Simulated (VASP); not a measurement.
# MgSn2N2 (P-3m1) in VASP: further runs

Aim: see how the results for MgSn2N2 move with the level of theory and the settings. Levels: PBE, r2SCAN. Tasks: relaxation of cell and atoms, single point.

Everything below comes from runs of VASP 6.6.1. Logs are shortened: lines on timing, memory, paths and dates and some standing lists are left out, and cuts for length are marked.

## 1. Starting point

Symmetry: P-3m1, No. 164, trigonal system. The conventional cell has a = 4.968 Å, b = 4.968 Å, c = 5.322 Å, α = 90.00°, β = 90.00°, γ = 120.00°. Mg (site symmetry -3m) is surrounded by 2 N at 2.09 Å. Sn (site symmetry 3m) has 3 Mg at 2.99 Å and 3 N at 3.13 Å and 3 Sn at 3.32 Å as nearest neighbours. N (site symmetry 3m) is surrounded by 1 N at 1.14 Å.

The cell was built by a generator and needn't be a form met in nature.

## 2. Relaxation of cell and atoms, PBE

File INCAR:

```
PREC = Accurate
ENCUT = 520
EDIFF = 1E-6
ISMEAR = 0
SIGMA = 0.1
LREAL = F
LASPH = T
NELM = 120
ALGO = Normal
ISIF = 3
LWAVE = F
LCHARG = F
GGA = PE
IBRION = 2
NSW = 90
EDIFFG = -0.01
KPAR = 4
```

File KPOINTS:

```
Automatic mesh
0
Gamma
  8 8 6
```

File POSCAR:

```
MgSn2N2
1.0
    4.9678206500      0.0000000000      0.0000000000
   -2.4839103200      4.3022588800      0.0000000000
    0.0000000000      0.0000000000      5.3220000000
Mg Sn N
1 2 2
Direct
    0.0000000000      0.0000000000      0.5000000000
    0.3333333300      0.6666666700      0.3434798900
    0.6666666700      0.3333333300      0.6565201100
    0.0000000000      0.0000000000      0.1067267900
    0.0000000000      0.0000000000      0.8932732100
```

Potentials or basis: VASP PAW PBE potentials, release 64 (Mg, Sn_d, N).

Run with:

```console
$ cat potpaw_PBE.64/Mg/POTCAR potpaw_PBE.64/Sn_d/POTCAR potpaw_PBE.64/N/POTCAR > POTCAR
$ mpirun -np 4 vasp_std > vasp.out
```

OUTCAR:

```text
PREC = Accurate
   ENCUT = 520
   EDIFF = 1E-6
   ISMEAR = 0
   LREAL = F
   LASPH = T
   NELM = 120
   ISIF = 3
   GGA = PE
   IBRION = 2
   NSW = 90
   EDIFFG = -0.01

 ion  position               nearest neighbor table
   1  0.000  0.000  0.500-   4 2.09   5 2.09   2 2.99   3 2.99   2 2.99   3 2.99   3 2.99   2 2.99

   2  0.333  0.667  0.343-   1 2.99   1 2.99   1 2.99   3 3.32   3 3.32   3 3.32
   3  0.667  0.333  0.657-   1 2.99   1 2.99   1 2.99   2 3.32   2 3.32   2 3.32
   4  0.000  0.000  0.107-   5 1.14   1 2.09
   5  0.000  0.000  0.893-   4 1.14   1 2.09

  LATTYP: Found a hexagonal cell.
 ALAT       =     4.9678206500
 C/A-ratio  =     1.0712947135

  Lattice vectors:

 A1 = (   4.9678206500,   0.0000000000,   0.0000000000)
 A2 = (  -2.4839103200,   4.3022588800,   0.0000000000)
 A3 = (   0.0000000000,   0.0000000000,   5.3220000000)

Analysis of symmetry for initial positions (statically):
=====================================================================
 Subroutine PRICEL returns:
 Original cell was already a primitive cell.

 Routine SETGRP: Setting up the symmetry group for a
 hexagonal supercell.

 Subroutine GETGRP returns: Found 12 space group operations
 (whereof 12 operations were pure point group operations)
 out of a pool of 24 trial point group operations.

The static configuration has the point symmetry D_3d.

Analysis of symmetry for dynamics (positions and initial velocities):
=====================================================================
 Subroutine PRICEL returns:
 Original cell was already a primitive cell.

 Routine SETGRP: Setting up the symmetry group for a
 hexagonal supercell.

 Subroutine GETGRP returns: Found 12 space group operations
 (whereof 12 operations were pure point group operations)
 out of a pool of 24 trial point group operations.

The dynamic configuration has the point symmetry D_3d.

 Subroutine INISYM returns: Found 12 space group operations
 (whereof 12 operations are pure point group operations),
 and found     1 'primitive' translations

----------------------------------------------------------------------------------------

                                     Primitive cell

  volume of cell :     113.7463

  direct lattice vectors                    reciprocal lattice vectors
     4.967820650  0.000000000  0.000000000     0.201295512  0.116218018  0.000000000
    -2.483910320  4.302258880  0.000000000     0.000000000  0.232436036  0.000000000
     0.000000000  0.000000000  5.322000000     0.000000000  0.000000000  0.187899286

  length of vectors
     4.967820650  4.967820644  5.322000000     0.232436036  0.232436036  0.187899286

  position of ions in fractional coordinates (direct lattice)
     0.000000000  0.000000000  0.500000000
     0.333333330  0.666666670  0.343479890
     0.666666670  0.333333330  0.656520110
     0.000000000  0.000000000  0.106726790
     0.000000000  0.000000000  0.893273210

  ion indices of the primitive-cell ions
   primitive index   ion index
                 1           1
                 2           2
                 3           3
                 4           4
                 5           5

----------------------------------------------------------------------------------------

 KPOINTS: Automatic mesh

Automatic generation of k-mesh.
 Grid dimensions read from file:
 generate k-points for:    8    8    6

 Generating k-lattice:

  Cartesian coordinates                     Fractional coordinates (reciprocal lattice)
     0.025161939  0.014527252  0.000000000     0.125000000 -0.000000000  0.000000000
     0.000000000  0.029054505  0.000000000     0.000000000  0.125000000  0.000000000
     0.000000000  0.000000000  0.031316548     0.000000000  0.000000000  0.166666667

  Length of vectors
     0.029054504  0.029054505  0.031316548

  Shift w.r.t. Gamma in fractional coordinates (k-lattice)
     0.000000000  0.000000000  0.000000000

 Subroutine IBZKPT returns following result:
 ===========================================

 Found     50 irreducible k-points:

 Following reciprocal coordinates:
            Coordinates               Weight
  0.000000  0.000000  0.000000      1.000000
  0.125000  0.000000  0.000000      6.000000
  0.250000  0.000000  0.000000      6.000000
  0.375000  0.000000  0.000000      6.000000
  0.500000  0.000000  0.000000      3.000000
  0.125000  0.125000  0.000000      6.000000
[... 16 lines left out ...]
 -0.125000  0.500000  0.166667     12.000000
  0.250000  0.250000  0.166667     12.000000
 [... further k-points ...]
   k-points           NKPTS =     50   k-points in BZ     NKDIM =     50   number of bands    NBANDS=     24
   number of dos      NEDOS =    301   number of ions     NIONS =      5
   total plane-waves  NPLWV =  64000
   dimension x,y,z NGX =    40 NGY =   40 NGZ =   40
   dimension x,y,z NGXF=    80 NGYF=   80 NGZF=   80
   ions per type =               1   2   2
   NGX,Y,Z   is equivalent  to a cutoff of  13.39, 13.39, 12.49 a.u.
   NGXF,Y,Z  is equivalent  to a cutoff of  26.77, 26.77, 24.99 a.u.
 SYSTEM =  unknown system
   PREC   = accura    normal or accurate (medium, high low for compatibility)
   ISTART =      0    job   : 0-new  1-cont  2-samecut
   ICHARG =      2    charge: 1-file 2-atom 10-const
   ISPIN  =      1    spin polarized calculation?
   LNONCOLLINEAR =      F non collinear calculations
   LSORBIT =      F    spin-orbit coupling
   LASPH  =      T    aspherical Exc in radial PAW
   ENCUT  =  520.0 eV  38.22 Ry    6.18 a.u.   9.24  9.24  9.90*2*pi/ulx,y,z
   NELM   =    120;   NELMIN=  2; NELMDL= -5     # of ELM steps
   EDIFF  = 0.1E-05   stopping-criterion for ELM
   LREAL  =      F    real-space projection
   EDIFFG = -.1E-01   stopping-criterion for IOM
   NSW    =     90    number of steps for IOM
   IBRION =      2    ionic relax: 0-MD 1-quasi-New 2-CG
   NFREE  =      1    steps in history (QN), initial steepest desc. (CG)
   ISIF   =      3    stress and relaxation
   ISYM   =      2    0-nonsym 1-usesym 2-fastsym
   POTIM  = 0.5000    time-step for ionic-motion
   TEBEG  =    0.0;   TEEND  =   0.0 temperature during run
   PSTRESS=    0.0 pullay stress
   NELECT =      40.0000    total number of electrons
   NUPDOWN=      -1.0000    fix difference up-down
   EMIN   =  10.00;   EMAX   =-10.00  energy-range for DOS
   EFERMI =   0.00;   METHOD = LEGACY
   ISMEAR =     0;   SIGMA  =   0.10  broadening in eV -4-tet -1-fermi 0-gaus
   EFERMI_NEDOS =   21; number of points for ismear=-14 and -15
   IALGO  =     38    algorithm
   IMIX   =      4    mixing-type and parameters
     AMIX     =   0.40;   BMIX     =  1.00
     AMIX_MAG =   1.60;   BMIX_MAG =  1.00
  volume/ion in A,a.u.               =      22.75       153.52
  Fermi-wavevector in a.u.,A,eV,Ry     =   1.155533  2.183641 18.167271  1.335257
  Thomas-Fermi vector in A             =   2.292161
   LORBIT       =      0    0 simple, 1 ext, 2 COOP (PROOUT), +10 PAW based schemes
   GGA     = PE    functional components
   LHFCALC =     F    Hartree Fock is set to
   AEXX    =    0.0000 exact exchange contribution
   IVDW    =     0    specifies the selected vdW correction
   LEPSILON=     F    determine dielectric tensor
   LRPA    =     F    only Hartree local field effects (RPA)
 conjugate gradient relaxation of ions
 non-spin polarized calculation
 Gauss-broadening in eV      SIGMA  =   0.10
  energy-cutoff  :      520.00
  volume of cell :      113.75
 maximum number of plane-waves:      3086
 NGX is ok and might be reduce to    40
   NGX = 19   NGY = 19   NGZ = 19

--------------------------------------- Ionic step        1  -------------------------------------------

 number of electron      39.9999995 magnetization

 Free energy of the ion-electron system (eV)
  ---------------------------------------------------
  ext. energy  EPLUGINS =         0.00000000
  ---------------------------------------------------
  free energy    TOTEN  =       -24.79010507 eV

  energy without entropy =      -24.78400846  energy(sigma->0) =      -24.78705677

------------------------ aborting loop because EDIFF is reached ----------------------------------------

  FORCE on cell =-STRESS in cart. coord.  units (eV):
  Direction    XX          YY          ZZ          XY          YZ          ZX
  --------------------------------------------------------------------------------------
  -------------------------------------------------------------------------------------
  Total        1.0559016      1.0559016      3.1161338      0.0000000     -0.0000000     -0.0000000
  in kB       14.8729367     14.8729367     43.8924036      0.0000000     -0.0000000     -0.0000000
  external PRESSURE =      24.5460923 kB  Pullay stress =       0.0000000 kB
[... 98 lines left out ...]
  FREE ENERGIE OF THE ION-ELECTRON SYSTEM (eV)
  ---------------------------------------------------
  free  energy   TOTEN  =       -24.8004657724 eV

  energy  without entropy=      -24.7938905360  energy(sigma->0) =      -24.79717815

[... ionic steps 4 to 14 ...]

--------------------------------------- Ionic step       15  -------------------------------------------

 number of electron      40.0000008 magnetization

------------------------ aborting loop because EDIFF is reached ----------------------------------------

  FORCE on cell =-STRESS in cart. coord.  units (eV):
  Direction    XX          YY          ZZ          XY          YZ          ZX
  --------------------------------------------------------------------------------------
  -------------------------------------------------------------------------------------
  Total        0.0254303      0.0254303     -0.0512463      0.0000000     -0.0000000      0.0000000
  in kB        0.3339720      0.3339720     -0.6730098      0.0000000     -0.0000000      0.0000000
  external PRESSURE =      -0.0016886 kB  Pullay stress =       0.0000000 kB
[... 63 lines left out ...]
  energy  without entropy=      -24.8394826498  energy(sigma->0) =      -24.84245468

--------------------------------------- Ionic step       17  -------------------------------------------

 number of electron      40.0000011 magnetization

 Free energy of the ion-electron system (eV)
  ---------------------------------------------------
  ext. energy  EPLUGINS =         0.00000000
  ---------------------------------------------------
  free energy    TOTEN  =       -24.84545715 eV

  energy without entropy =      -24.83956541  energy(sigma->0) =      -24.84251128

 E-fermi :   3.8858     XC(G=0):  -8.6079

 val. band max:        3.8417097805   @ k =   0.5000   0.0000   0.0000
 cond. band min:       3.8900607398   @ k =   0.3750   0.0000   0.1667
 fundamental gap:      0.0483509592
 Fermi energy:         3.8858269834

 k-point     1 :       0.0000    0.0000    0.0000
  band No.  band energies     occupation
      1     -19.8729      2.00000
      2     -17.4347      2.00000
      3     -17.4347      2.00000
      4     -17.4143      2.00000
      5     -17.4028      2.00000
      6     -17.4028      2.00000
[... 637 lines left out ...]
     23       5.9151      0.00000
     24       6.5049      0.00000

 [... further k-points ...]

------------------------ aborting loop because EDIFF is reached ----------------------------------------

  FORCE on cell =-STRESS in cart. coord.  units (eV):
  Direction    XX          YY          ZZ          XY          YZ          ZX
  --------------------------------------------------------------------------------------
  -------------------------------------------------------------------------------------
  Total       -0.0136611     -0.0136611     -0.0353058     -0.0000000      0.0000000      0.0000000
  in kB       -0.1792748     -0.1792747     -0.4633169     -0.0000000      0.0000000      0.0000000
  external PRESSURE =      -0.2739555 kB  Pullay stress =       0.0000000 kB
[... 20 lines left out ...]
  FREE ENERGIE OF THE ION-ELECTRON SYSTEM (eV)
  ---------------------------------------------------
  free  energy   TOTEN  =       -24.8454571452 eV

  energy  without entropy=      -24.8395654062  energy(sigma->0) =      -24.84251128

 reached required accuracy - stopping structural energy minimisation
```

Wall time 7.3 min (4 MPI ranks of Intel Xeon Platinum 8559C (Emerald Rapids), shared host); peak memory 0.34 GiB.

What came out:

- Free energy: -24.8455 eV
- Relaxed volume: 24.42 Å³/atom
- Relaxed cell: a = 5.039 Å, b = 5.039 Å, c = 5.551 Å, α = 90.00°, β = 90.00°, γ = 120.00°
- Space group after relaxing (to 0.05 Å): P-3m1 (No. 164)
- Energy gained by relaxing: 11.1 meV/atom
- Ionic steps: 17
- Pressure after relaxing: 0.0 GPa
- Largest force after relaxing: 0.003 eV/Å
- Band gap on the k mesh: none (metal or under the smearing width)

Forces on the atoms (eV/Å):
```
Mg   0.000  0.000  0.000
Sn   0.000  0.000  0.003
Sn   0.000  0.000 -0.003
N    0.000  0.000  0.000
N    0.000  0.000  0.000
```

Step by step:
| step | energy change (eV) | largest force (eV/Å) | pressure (GPa) | volume (Å³) |
| --- | --- | --- | --- | --- |
| 1 | 0.0000 | 1.1373 | 2.45 | 113.75 |
| 2 | 0.6352 | 7.9731 | -5.21 | 119.57 |
| 3 | -0.0104 | 0.7690 | 1.12 | 114.36 |
| 4 | -0.0109 | 0.5197 | 1.30 | 114.26 |
| 5 | -0.0381 | 0.3982 | 0.30 | 118.01 |
| 6 | -0.0429 | 0.2935 | -0.36 | 120.92 |
| 7 | -0.0087 | 3.0462 | 1.61 | 120.47 |
| 8 | -0.0438 | 0.1748 | -0.10 | 120.86 |
| 9 | -0.0487 | 0.1287 | 0.03 | 120.46 |
| 10 | -0.0518 | 0.0516 | 0.33 | 119.77 |
| 11 | -0.0537 | 0.0374 | 0.24 | 120.49 |
| 12 | -0.0551 | 0.1037 | 0.12 | 121.57 |
| 13 | -0.0552 | 0.1320 | 0.07 | 121.93 |
| 14 | -0.0413 | 1.6169 | -1.07 | 122.91 |
| 15 | -0.0553 | 0.0088 | 0.00 | 122.00 |
| 16 | -0.0553 | 0.0062 | -0.02 | 122.03 |
| 17 | -0.0554 | 0.0030 | -0.03 | 122.09 |

Final structure:
```xyz
5
Lattice="5.0395 0.0000 0.0000 -2.5197 4.3643 0.0000 0.0000 0.0000 5.5511" Properties=species:S:1:pos:R:3 pbc="T T T"
Mg    0.0000    0.0000    2.7756
Sn    0.0000    2.9095    1.9685
Sn    2.5197    1.4548    3.5827
N     0.0000    0.0000    0.5711
N     5.0395    0.0000    4.9801
```

Levels at points of the mesh, in eV from the Fermi level:
| k point | band 16 | band 17 | band 18 | band 19 | band 20 | band 21 | band 22 | band 23 | band 24 |
| --- | --- | --- | --- | --- | --- | --- | --- | --- | --- |
| (0.00, 0.00, 0.00) | -6.78 | -4.47 | -0.92 | -0.92 | -0.30 | 0.74 | 0.74 | 0.82 | 0.82 |
| (0.50, 0.00, 0.00) | -6.70 | -6.08 | -2.06 | -1.81 | -0.04 | 0.17 | 0.54 | 2.17 | 2.70 |
| (0.00, 0.00, 0.50) | -7.55 | -4.56 | -0.68 | -0.68 | -0.59 | -0.59 | 0.24 | 1.05 | 2.57 |
| (0.50, 0.00, 0.50) | -7.48 | -6.11 | -2.38 | -2.16 | -0.71 | 0.63 | 0.96 | 1.74 | 2.54 |

Caveat: the standard files for N, O and F lose accuracy on very short bonds.

(Continued in part 2 of 2.)
